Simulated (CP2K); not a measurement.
Crystal: MgTe.

```
Te Mg
1.0
     4.57074    0.00000    0.00000
     2.28537    3.95837    0.00000
     2.28537    1.31946    3.73199
Te Mg
1 1
Direct
  0.25000 0.25000 0.25000
  0.00000 0.00000 0.00000
```

The cell comes from a database or a generator and needn't be the stable form of this composition.

Base run:

| Quantity | Value |
| --- | --- |
| Program | CP2K 2026.2 |
| Functional | BLYP |
| Potentials or basis | POTENTIAL_UZH Te GTH-PBE-q6, Mg GTH-PBE-q10; TZVP-MOLOPT-PBE-GTH basis |
| Density cutoff | 19048 eV |
| k mesh | 7 × 7 × 7 |
| Occupations | fermi-dirac, width 0.05 eV |
| Spin | no spin polarisation |

Its results: band gap on the k mesh 2.37 eV, direct; pressure 2.7 GPa.

**Question.** After a change of settings the same cell gave: band gap on the k mesh 2.10 eV, direct; pressure 0.9 GPa. Which change was it?
A. functional from BLYP to TASK
B. functional from BLYP to optB88-vdW
C. functional from BLYP to PBEsol
D. functional from BLYP to vdW-DF2

**Answer.** C.

PBEsol binds more tightly than BLYP, so the same cell stands under less pressure.

Caveats: the potentials were made for another functional, which shifts forces and pressure; spin-orbit coupling is left out, which moves the levels of the heavy elements; the basis of atomic orbitals isn't converged, which shifts pressures, moduli and gaps.
